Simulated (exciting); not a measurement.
Here is an exciting (release sodium) calculation.

The input input.xml:

```xml
<input>
  <title>Mo</title>
  <structure speciespath="./" tshift="false">
    <crystal scale="1">
      <basevect>-2.992965190616 2.992965190616 2.992965190616</basevect>
      <basevect>2.992965190616 -2.992965190616 2.992965190616</basevect>
      <basevect>2.992965190616 2.992965190616 -2.992965190616</basevect>
    </crystal>
    <species speciesfile="Mo.xml" rmt="2.3">
      <atom coord="0.000000000000 0.000000000000 0.000000000000"/>
    </species>
  </structure>
  <groundstate do="fromscratch" ngridk="12 12 12" rgkmax="9" gmaxvr="14" lmaxapw="10" lmaxmat="10" lmaxvr="8" xctype="GGA_PBE" stype="Fermi Dirac" swidth="0.00183747" nempty="12" ValenceRelativity="iora*" epsengy="1e-05" epspot="1e-05" maxscl="60" tforce="true" outputlevel="normal"/>
</input>
```

Potentials or basis: all-electron LAPW+lo, shipped species files, valence relativity iora*.

Run with:

```console
$ OMP_NUM_THREADS=1 exciting_smp
```

(1) Estimate the band gap on the k mesh.

## Answers

(1) none (metal or under the smearing width).
